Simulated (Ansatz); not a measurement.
A run of Ansatz 0.2.0 is set up as follows.

File input.yaml:

```yaml
crystal:
  lattice:
    - [2.5039917043, 0.0, 0.0]
    - [-1.2519958521, 2.1685204268, 0.0]
    - [0.0, 0.0, 24.9918]
  atoms:
    - { symbol: B, position: [0.6666666667, 0.3333333334, 0.3000984323] }
    - { symbol: "N", position: [0.3333333333, 0.6666666666, 0.3000984323] }
    - { symbol: B, position: [0.3333333333, 0.6666666666, 0.4333661441] }
    - { symbol: "N", position: [0.6666666667, 0.3333333334, 0.4333661441] }
    - { symbol: B, position: [0.6666666667, 0.3333333334, 0.5666338559] }
    - { symbol: "N", position: [0.3333333333, 0.6666666666, 0.5666338559] }
    - { symbol: B, position: [0.3333333333, 0.6666666666, 0.6999015677] }
    - { symbol: "N", position: [0.6666666667, 0.3333333334, 0.6999015677] }
hamiltonian:
  xc: rpbe
  pseudopotentials: { kind: paw }
kpoints:
  mp_grid: { grid: [12, 12, 1] }
scf:
  occupations: { method: fermi_dirac, width: 0.05 }
  n_extra_bands: 20
output:
  forces: true
  eigenvalues: true
  dos: { projected: true, de: 0.05, nscf_kmesh: { grid: [18, 18, 1] } }
efield:
  axis: 3
  dipole_correction: true
  ramp_width: 0.04
```

Potentials or basis: Ansatz PAW.

The run is started by

```bash
$ ansatz run input.yaml --threads 4 --pin off --max-ram 11264MiB --backend cpu --events-out ev --progress --plain --runs-dir out
```

(1) Predict the work function of the upper face.

(2) Predict the work function of the lower face.

(3) Predict the dipole across the slab.

(4) Predict the band gap on the k mesh.

## Answers

(1) 3.49 eV.

(2) 3.49 eV.

(3) 0.000 e·Å.

(4) 4.45 eV, indirect (least direct gap 4.75 eV).
